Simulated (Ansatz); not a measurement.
**Cu: equation of state**

How stiff is Cu, and at what volume does the pressure vanish? The cell is scaled evenly, atoms carried along, and solved with LAPW, PAW and all-electron datasets made for the crystal.

Computed with Ansatz 0.2.0 (DFT PBE, scalar-relativistic, unless a step's input says otherwise).

### 1 The system as given

The structure is cubic, space group Fm-3m (No. 225). Conventional cell: a = 3.615 Å, b = 3.615 Å, c = 3.615 Å, α = 90.00°, β = 90.00°, γ = 90.00°. Cu (site symmetry m-3m) has 12 Cu at 2.56 Å as nearest neighbours.

Coordinates:

```cif
data_structure
_symmetry_space_group_name_H-M 'Fm-3m'
_symmetry_Int_Tables_number 225
_cell_length_a 3.6150
_cell_length_b 3.6150
_cell_length_c 3.6150
_cell_angle_alpha 90.000
_cell_angle_beta 90.000
_cell_angle_gamma 90.000
_cell_volume 47.24
loop_
_atom_site_label
_atom_site_type_symbol
_atom_site_symmetry_multiplicity
_atom_site_Wyckoff_symbol
_atom_site_fract_x
_atom_site_fract_y
_atom_site_fract_z
_atom_site_occupancy
Cu1 Cu 4 a 0.00000 0.00000 0.00000 1
```

The file gives the conventional cell by its symmetry; the runs use the cell typed in the input.

The structure is an experimental refinement, used without relaxation.

### 2 Volume × 0.9405, LAPW

The input, input.yaml:

```yaml
crystal:
  lattice:
    - [0.0, 1.7709157724, 1.7709157724]
    - [1.7709157724, 0.0, 1.7709157724]
    - [1.7709157724, 1.7709157724, 0.0]
  atoms:
    - { symbol: Cu, position: [0.0, 0.0, 0.0] }
kpoints:
  mp_grid: { grid: [19, 19, 19] }
scf:
  occupations: { method: fermi_dirac, width: 0.08 }
hamiltonian:
  xc: pbe
  pseudopotentials: { kind: all_electron, lapw: { basis_error: 0.00025 } }
output:
  forces: true
  stress: true
  eigenvalues: true
```

On the command line:

```bash
$ ansatz run input.yaml --threads 1 --pin off --max-ram 2048MiB --backend cpu --events-out ev --progress --plain --runs-dir out
```

### 3 Volume × 0.9405, PAW

input.yaml: that of step 2 with these lines changed.

```diff
@@ -13,3 +13,3 @@
   xc: pbe
-  pseudopotentials: { kind: all_electron, lapw: { basis_error: 0.00025 } }
+  pseudopotentials: { kind: paw }
 output:
@@ -18 +18,2 @@
   eigenvalues: true
+  efg: { contact_densities: true }
```

### 4 Volume × 0.9405, crystal datasets

input.yaml: that of step 3 with these lines changed.

```diff
@@ -13,3 +13,3 @@
   xc: pbe
-  pseudopotentials: { kind: paw }
+  pseudopotentials: { kind: all_electron, datasets: crystal }
 output:
```

### 5 Volume × 0.97, LAPW

The input, input.yaml:

```yaml
crystal:
  lattice:
    - [0.0, 1.7892411759, 1.7892411759]
    - [1.7892411759, 0.0, 1.7892411759]
    - [1.7892411759, 1.7892411759, 0.0]
  atoms:
    - { symbol: Cu, position: [0.0, 0.0, 0.0] }
kpoints:
  mp_grid: { grid: [19, 19, 19] }
scf:
  occupations: { method: fermi_dirac, width: 0.08 }
hamiltonian:
  xc: pbe
  pseudopotentials: { kind: all_electron, lapw: { basis_error: 0.00025 } }
output:
  forces: true
  stress: true
  eigenvalues: true
```

### 6 Volume × 0.97, PAW

input.yaml: that of step 5 with these lines changed.

```diff
@@ -13,3 +13,3 @@
   xc: pbe
-  pseudopotentials: { kind: all_electron, lapw: { basis_error: 0.00025 } }
+  pseudopotentials: { kind: paw }
 output:
@@ -18 +18,6 @@
   eigenvalues: true
+  efg: { contact_densities: true }
+  write_density: true
+  write_potential: true
+  elf: true
+  volumetric_format: npy
```

### 7 Volume × 1.03, LAPW

The input, input.yaml:

```yaml
crystal:
  lattice:
    - [0.0, 1.8253972036, 1.8253972036]
    - [1.8253972036, 0.0, 1.8253972036]
    - [1.8253972036, 1.8253972036, 0.0]
  atoms:
    - { symbol: Cu, position: [0.0, 0.0, 0.0] }
kpoints:
  mp_grid: { grid: [19, 19, 19] }
scf:
  occupations: { method: fermi_dirac, width: 0.08 }
hamiltonian:
  xc: pbe
  pseudopotentials: { kind: all_electron, lapw: { basis_error: 0.00025 } }
output:
  forces: true
  stress: true
  eigenvalues: true
```

### 8 Volume × 1.03, PAW

input.yaml: that of step 7 with these lines changed.

```diff
@@ -13,3 +13,3 @@
   xc: pbe
-  pseudopotentials: { kind: all_electron, lapw: { basis_error: 0.00025 } }
+  pseudopotentials: { kind: paw }
 output:
@@ -18 +18,6 @@
   eigenvalues: true
+  efg: { contact_densities: true }
+  write_density: true
+  write_potential: true
+  elf: true
+  volumetric_format: npy
```

### 9 Volume × 1.06, LAPW

The input, input.yaml:

```yaml
crystal:
  lattice:
    - [0.0, 1.8429501765, 1.8429501765]
    - [1.8429501765, 0.0, 1.8429501765]
    - [1.8429501765, 1.8429501765, 0.0]
  atoms:
    - { symbol: Cu, position: [0.0, 0.0, 0.0] }
kpoints:
  mp_grid: { grid: [19, 19, 19] }
scf:
  occupations: { method: fermi_dirac, width: 0.08 }
hamiltonian:
  xc: pbe
  pseudopotentials: { kind: all_electron, lapw: { basis_error: 0.00025 } }
output:
  forces: true
  stress: true
  eigenvalues: true
```

### 10 Volume × 1.06, PAW

input.yaml: that of step 9 with these lines changed.

```diff
@@ -13,3 +13,3 @@
   xc: pbe
-  pseudopotentials: { kind: all_electron, lapw: { basis_error: 0.00025 } }
+  pseudopotentials: { kind: paw }
 output:
@@ -18 +18,2 @@
   eigenvalues: true
+  efg: { contact_densities: true }
```

### 11 Volume × 1.06, crystal datasets

input.yaml: that of step 10 with these lines changed.

```diff
@@ -13,3 +13,3 @@
   xc: pbe
-  pseudopotentials: { kind: paw }
+  pseudopotentials: { kind: all_electron, datasets: crystal }
 output:
```

(Steps that only read results are left out.)

What does the calculation give? Wanted: equilibrium volume; bulk modulus (for each run or level that gives them).

As calculated:

| quantity | value |
| --- | --- |
| equilibrium volume (LAPW) | 11.949 Å³/atom |
| bulk modulus (LAPW) | 141 GPa |
| its pressure derivative (LAPW) | 5.0 |
| equilibrium volume (PAW) | 11.951 Å³/atom |
| bulk modulus (PAW) | 141 GPa |
| its pressure derivative (PAW) | 5.0 |

By LAPW, the pressure vanishes at 11.95 Å³/atom (+1.2 % from the starting cell) and the bulk modulus there is 141 GPa (Birch-Murnaghan, third order). PAW's volume lies +0.02 % and its modulus less than 0.1 % from LAPW's. No thermal or zero-point expansion is included.
